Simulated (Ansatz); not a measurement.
KCl:

```
K Cl
1.0
     3.83920    0.00000    0.00000
     0.00000    3.83920    0.00000
     0.00000    0.00000    3.83920
K Cl
1 1
Direct
  0.00000 0.00000 0.00000
  0.50000 0.50000 0.50000
```

Measurements of this composition are mostly on another form, of space group No. 225.

Base run:

| Quantity | Value |
| --- | --- |
| Program | Ansatz 0.2.0 |
| Functional | HSE06 form with a typed share of exact exchange |
| Potentials or basis | Ansatz PAW |
| Cutoff | 420 eV (not typed: the program's choice for these potentials) |
| k mesh | 4 × 4 × 4 |
| Occupations | fermi-dirac, width 0.05 eV |
| Spin | no spin polarisation |

Its results: band gap on the k mesh 6.41 eV, indirect (least direct gap 6.64 eV); pressure -0.5 GPa.

Q: After a change of settings the same cell gave: band gap on the k mesh 5.33 eV, indirect (least direct gap 5.54 eV); pressure -0.2 GPa. Which change was it?
A. share of exact exchange from 0.3 to 0.15
B. share of exact exchange from 0.3 to 0.2
C. share of exact exchange from 0.3 to 0.1
D. share of exact exchange from 0.3 to 0.5

A: C.

Caveats: the PAW data sets come from PBE, with cores solved anew for the run's functional, which leaves a small shift of forces and pressure; the thresholds are loose for stress.
